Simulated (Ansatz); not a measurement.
The system is Hf.

```xyz
1
Lattice="-1.8050 1.8050 1.8050 1.8050 -1.8050 1.8050 1.8050 1.8050 -1.8050" Properties=species:S:1:pos:R:3 pbc="T T T"
Hf    0.0000    0.0000    0.0000
```

This isn't the form of Hf at room conditions, which is hcp.

| Quantity | Value |
| --- | --- |
| Program | Ansatz 0.2.0 |
| Task | relaxation of cell and atoms |
| Functional | r2SCAN |
| Potentials or basis | Ansatz PAW |
| Cutoff | 500 eV (not typed: the program's choice for these potentials) |
| k mesh | 10 × 10 × 10 |
| Occupations | fermi-dirac, width 0.05 eV |
| Spin | no spin polarisation |

At the start: volume 23.52 Å³/atom.

Task: Where does the relaxation end?

Result: It ends after 4 steps and the volume is 22.18 Å³/atom (-5.7 %); space group Im-3m (No. 229, to 0.05 Å).

The path:
| step | energy change (eV) | largest force (eV/Å) | volume (Å³) |
| --- | --- | --- | --- |
| 1 | 0.0000 | 0.0000 | 23.52 |
| 2 | -0.0239 | 0.0000 | 22.27 |
| 3 | -0.0240 | 0.0000 | 22.18 |
| 4 | -0.0239 | 0.0000 | 22.18 |

Final structure:
```yaml
crystal:
  lattice:
    - [-1.76994, 1.76994, 1.76994]
    - [1.76994, -1.76994, 1.76994]
    - [1.76994, 1.76994, -1.76994]
  atoms:
    - { symbol: Hf, position: [0.00000, 0.00000, 0.00000] }
```

Caveat: the plane-wave basis is chosen anew once the cell has moved, so the energies of steps on either side of that aren't comparable; the PAW data sets come from PBE, with cores solved anew for the run's functional, which leaves a small shift of forces and pressure.
